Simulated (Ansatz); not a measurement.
Write the native input for Ansatz 0.2.0 that does the following.

```
Task                : relaxation of cell and atoms
Functional          : PBEsol
Potentials or basis : Ansatz PAW
Cutoff              : 420 eV (not typed: the program's choice for these potentials)
k mesh              : 5 × 5 × 6
Occupations         : fermi-dirac, width 0.05 eV
Spin                : no spin polarisation
```

The system is HfO2.

```
Hf O
1.0
     5.08032    0.00000    0.00000
     0.00000    5.16487    0.00000
     0.00000    0.00000    4.89088
Hf O
4 8
Direct
  0.22259 0.78180 0.27207
  0.72259 0.71820 0.72793
  0.77741 0.21820 0.27207
  0.27741 0.28180 0.72793
  0.18682 0.16365 0.10453
  0.68682 0.33635 0.89547
  0.81318 0.83635 0.10453
  0.31318 0.66365 0.89547
  0.00000 0.50000 0.48905
  0.50000 0.00000 0.51095
  0.00000 0.00000 0.57562
  0.50000 0.50000 0.42438
```

The cell comes from a database or a generator and needn't be the stable form of this composition.

One way to write it, as run:

input.yaml

```yaml
crystal:
  lattice:
    - [5.0803194, 0.0, 0.0]
    - [0.0, 5.16486745, 0.0]
    - [0.0, 0.0, 4.89088365]
  atoms:
    - { symbol: Hf, position: [0.22259082, 0.78179958, 0.27206794] }
    - { symbol: Hf, position: [0.72259082, 0.71820042, 0.72793206] }
    - { symbol: Hf, position: [0.77740918, 0.21820042, 0.27206794] }
    - { symbol: Hf, position: [0.27740918, 0.28179958, 0.72793206] }
    - { symbol: O, position: [0.18681532, 0.16364878, 0.10453462] }
    - { symbol: O, position: [0.68681532, 0.33635122, 0.89546538] }
    - { symbol: O, position: [0.81318468, 0.83635122, 0.10453462] }
    - { symbol: O, position: [0.31318468, 0.66364878, 0.89546538] }
    - { symbol: O, position: [0.0, 0.5, 0.48905445] }
    - { symbol: O, position: [0.5, 0.0, 0.51094555] }
    - { symbol: O, position: [0.0, 0.0, 0.57562499] }
    - { symbol: O, position: [0.5, 0.5, 0.42437501] }
hamiltonian:
  xc: pbesol
  pseudopotentials: { kind: paw }
kpoints:
  mp_grid: { grid: [5, 5, 6] }
scf:
  occupations: { method: fermi_dirac, width: 0.05 }
output:
  forces: true
  stress: true
  eigenvalues: true
  write_density: true
  write_potential: true
  elf: true
  volumetric_format: npy
relax:
  f_tol: 0.01
  max_steps: 40
  cell: { stress_tol: 0.05 }
```

Potentials or basis: Ansatz PAW.

Launch:

```bash
$ ansatz run input.yaml --threads 4 --pin off --max-ram 11264MiB --backend cpu --events-out ev --progress --plain --runs-dir out
```

Results of the run:

The relaxed volume is 10.74 Å³/atom, the relaxed cell is a = 5.128 Å, b = 5.138 Å, c = 4.893 Å, α = 90.00°, β = 90.00°, γ = 90.00° and the space group after relaxing (to 0.05 Å) is P-42_1m (No. 113). The energy gained by relaxing is 0.5 meV/atom. The ionic steps are 10, the pressure after relaxing is 0.0 GPa and the band gap on the k mesh is 3.69 eV, direct.

Caveat: odd divisions of the mesh miss points on the zone boundary, where band edges often lie, so the gap on the mesh can be too wide; the plane-wave basis is chosen anew once the cell has moved, so the energies of steps on either side of that aren't comparable; the pressure holds a Pulay correction of +0.9 GPa for the finite cutoff; spin-orbit coupling is left out, which moves the levels of the heavy elements; the PAW data sets come from PBE, with cores solved anew for the run's functional, which leaves a small shift of forces and pressure.

It took 2.8 min on 4 threads of Arm Neoverse V2 (shared host), peak memory 0.75 GiB.
